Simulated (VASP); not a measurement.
Write an ASE script for VASP 6.6.1 that does the following.

* Task: equation of state
* Functional: vdW-DF
* Potentials or basis: VASP PAW PBE potentials, release 64 (Na)
* Cutoff: 500 eV
* k mesh: 9 × 9 × 9
* Occupations: tetrahedron
* Spin: no spin polarisation
* Further INCAR settings: ALGO = Fast; EDIFF = 1.00e-06

Crystal: Na.

```
Na
1.0
    -2.14100    2.14100    2.14100
     2.14100   -2.14100    2.14100
     2.14100    2.14100   -2.14100
Na
1
Direct
  0.00000 0.00000 0.00000
```

These files were run (other wordings do the same):

run.py

```python
from ase import Atoms
from ase.calculators.vasp import Vasp
from ase.eos import EquationOfState
from ase.io import Trajectory
from ase.units import GPa

atoms = Atoms(
    ['Na'],
    cell=[[-2.141, 2.141, 2.141], [2.141, -2.141, 2.141], [2.141, 2.141, -2.141]],
    scaled_positions=[[0.0, 0.0, 0.0]],
    pbc=True,
)
calc = Vasp(
    directory='calc',
    xc='vdw-df',
    pp='PBE',
    setups='minimal',
    prec='Accurate',
    encut=500,
    ediff=1e-06,
    ismear=-5,
    sigma=0.05,
    lreal=False,
    lasph=True,
    nelm=80,
    algo='Fast',
    isif=2,
    lwave=False,
    lcharg=False,
    kpts=[9, 9, 9],
    gamma=True,
)
atoms.calc = calc
cell = atoms.cell.copy()
volumes, energies = [], []
traj = Trajectory('eos.traj', 'w')
for x in [0.94, 0.96, 0.98, 1.0, 1.02, 1.04, 1.06]:
    atoms.set_cell(cell * x ** (1 / 3), scale_atoms=True)
    volumes.append(atoms.get_volume())
    energies.append(atoms.get_potential_energy())
    traj.write(atoms)
    print(f'{x:5.2f} {volumes[-1]:12.5f} {energies[-1]:14.6f}')

v0, e0, B = EquationOfState(volumes, energies, eos='sj').fit()
print(f'V0 = {v0:.4f} A^3, E0 = {e0:.6f} eV, B = {B / GPa:.2f} GPa')
```

Potentials or basis: VASP PAW PBE potentials, release 64 (Na).

Run with:

```console
$ python run.py
```

It gave:

```
Equilibrium volume                      : 37.46 Å³/atom
Bulk modulus                            : 7.6 GPa
Pressure derivative of the bulk modulus : 3.8
```

Caveat: the PAW data sets were made with another functional, which shifts forces and pressure a little.

Run time: 2.2 min on 1 thread of AMD EPYC 7R13 Processor (Zen 3) (shared host), peak memory 0.27 GiB.
